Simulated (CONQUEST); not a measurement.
# SiC (Moissanite) under changes of volume

One of the cells (10.341 Å³/atom); the others are scaled copies at fixed shape and fractional positions:

```xyz
8
Lattice="3.0760 0.0000 0.0000 0.0000 5.0480 0.0000 0.0000 0.0000 5.3278" Properties=species:S:1:pos:R:3 pbc="T T T"
Si    0.0000    2.5240    1.7759
Si    1.5380    2.5240    4.4398
Si    0.0000    0.0000    3.5519
Si    1.5380    0.0000    0.8880
C     0.0000    4.4675    1.7759
C     1.5380    4.4675    4.4398
C     0.0000    1.9435    3.5519
C     1.5380    1.9435    0.8880
```

- Program: CONQUEST 1.3
- Functional: LDA
- Potentials or basis: PseudoDojo NC LDA, DZP, grid of 32 × 48 × 60 points
- k mesh: 7 × 5 × 4
- Occupations: fermi-dirac, width 0.05 eV
- Spin: no spin polarisation

```tsv
volume (Å³/atom)	energy over the lowest point (meV/atom)	pressure (GPa)	gap on the mesh (eV)	largest force (eV/Å)
9.721	19.35	12.8	2.14	0.876
9.927	6.30	7.5	2.17	0.839
10.134	0.00	2.3	2.21	0.800
10.341	?	?	?	?
10.548	5.68	-6.4	2.28	0.739
10.755	16.15	-9.8	2.31	0.710
10.961	31.07	-13.3	2.33	0.684
```

Question: What does the run at 10.341 Å³/atom give?

Answer: Energy over the lowest point 0.01 meV/atom; pressure -2.2 GPa; gap on the mesh 2.24 eV; largest force 0.769 eV/Å.

Worked out: A Birch-Murnaghan fit of order 3 (a polynomial in V^(-2/3)) to the other rows has its minimum at 10.24 Å³/atom with B0 = V·E''(V) = 225 GPa and B' = 4.6 at fixed shape and positions, which overstates the stiffness. It gives 0.07 meV/atom at 10.341 Å³/atom, against the run's 0.01, and -dE/dV = -2.2 GPa, against -2.2. A straight line through the other rows of the gap, of slope 1.64 eV per unit of ln V, gives 2.24 eV, against the run's 2.24.

Energies are extrapolated to zero smearing.

Caveats: an odd mesh through Γ misses points on the zone boundary, where band edges often lie; the basis of atomic orbitals isn't converged, which shifts pressures, moduli and gaps.
